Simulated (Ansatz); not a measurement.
**Si: relaxation of cell and atoms with PBEsol+D4**

Si:

```xyz
2
Lattice="0.0000 2.7219 2.7219 2.7219 0.0000 2.7219 2.7219 2.7219 0.0000" Properties=species:S:1:pos:R:3 pbc="T T T"
Si    2.7219    2.7219    2.7219
Si    4.0828    4.0828    4.0828
```

```
Program             : Ansatz 0.2.0
Task                : relaxation of cell and atoms
Functional          : PBEsol
Dispersion          : D4
Potentials or basis : Ansatz PAW
Cutoff              : 420 eV (not typed: the program's choice for these potentials)
k mesh              : 8 × 8 × 8
Occupations         : fermi-dirac, width 0.05 eV
Spin                : no spin polarisation
```

```json
{
 "Relaxed volume": "19.77 Å³/atom",
 "Relaxed cell": "a = 3.824 Å, b = 3.824 Å, c = 3.824 Å, α = 60.00°, β = 60.00°, γ = 60.00°",
 "Space group after relaxing (to 0.05 Å)": "Fd-3m (No. 227)",
 "Energy gained by relaxing": "2.3 meV/atom",
 "Ionic steps": "4",
 "Pressure after relaxing": "0.0 GPa",
 "Band gap on the k mesh": "0.49 eV"
}
```

Step by step:
```
step  energy change (eV)  largest force (eV/Å)  volume (Å³)
   1              0.0000                0.0000        40.33
   2             -0.0045                0.0000        39.72
   3             -0.0048                0.0000        39.53
   4             -0.0046                0.0000        39.53
```

Final structure:
```cif
data_structure
_symmetry_space_group_name_H-M 'P 1'
_symmetry_Int_Tables_number 1
_cell_length_a 3.8237
_cell_length_b 3.8237
_cell_length_c 3.8237
_cell_angle_alpha 60.000
_cell_angle_beta 60.000
_cell_angle_gamma 60.000
_cell_volume 39.53
loop_
_atom_site_label
_atom_site_type_symbol
_atom_site_fract_x
_atom_site_fract_y
_atom_site_fract_z
_atom_site_occupancy
Si1 Si 0.50000 0.50000 0.50000 1
Si2 Si 0.75000 0.75000 0.75000 1
```

It took 2.5 s on 2 threads of Intel(R) Xeon(R) Processor @ 2.70GHz (shared host), peak memory 0.32 GiB.

Caveat: the plane-wave basis is chosen anew once the cell has moved, so the energies of steps on either side of that aren't comparable; the PAW data sets come from PBE, with cores solved anew for the run's functional, which leaves a small shift of forces and pressure. A k mesh can miss the band edges.
